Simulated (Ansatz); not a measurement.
## Ir in Ansatz: the effect of target pressure

Ir:

```
Ir
1.0
     0.00000    1.91560    1.91560
     1.91560    0.00000    1.91560
     1.91560    1.91560    0.00000
Ir
1
Cartesian
  0.0000 0.0000 0.0000
```

Alike in all runs:

| Item | Value |
| --- | --- |
| Program | Ansatz 0.2.0 |
| Task | relaxation of cell and atoms |
| Functional | PBEsol |
| Potentials or basis | Ansatz PAW |
| Cutoff | 420 eV (not typed: the program's choice for these potentials) |
| k mesh | 12 × 12 × 12 |
| Occupations | fermi-dirac, width 0.05 eV |
| Spin | no spin polarisation |

Each run relaxes the cell or the atoms first.

```csv
target pressure,relaxed volume (Å³/atom)
0 GPa,14.03
2 GPa,13.96
5 GPa,13.86
10 GPa,13.70
20 GPa,?
30 GPa,13.14
```

Problem. What does the run with target pressure 20 GPa give?

Solution. Relaxed volume 13.40 Å³/atom.

Worked out: In Murnaghan's law V^(-B') rises as a straight line in P. The other rows fit best with B' = 4.0, V0 = 14.03 Å³/atom and B0 = 401 GPa, which gives 13.41 Å³/atom at 20 GPa, against the run's 13.40.

Caveats: the plane-wave basis is chosen anew once the cell has moved, so the energies of steps on either side of that aren't comparable; the PAW data sets come from PBE, with cores solved anew for the run's functional, which leaves a small shift of forces and pressure.

Runs at the PBE level aren't shown here.
